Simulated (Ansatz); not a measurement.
AlRu:

```
Ru Al
1.0
     2.99160    0.00000    0.00000
     0.00000    2.99160    0.00000
     0.00000    0.00000    2.99160
Ru Al
1 1
Cartesian
  1.4958 1.4958 1.4958
  0.0000 0.0000 0.0000
```

Base run:

- Program: Ansatz 0.2.0
- Functional: RPBE
- Potentials or basis: Ansatz PAW
- Cutoff: 420 eV
- Density cutoff: 1680 eV
- k mesh: 9 × 9 × 9
- Occupations: fermi-dirac, width 0.05 eV
- Spin: no spin polarisation

Its results: band gap on the k mesh none (metal or under the smearing width); pressure 6.1 GPa.

The run is repeated on the same cell with these changes: functional from RPBE to PBE. What comes out?

Band gap on the k mesh none (metal or under the smearing width); pressure 2.5 GPa.

PBE binds more tightly than RPBE, so the same cell stands under less pressure.

Caveats: the potentials were made for another functional, which shifts forces and pressure (some runs); the PAW data sets come from PBE, with cores solved anew for the run's functional, which leaves a small shift of forces and pressure (some runs).

Not every run made on this cell is shown here.
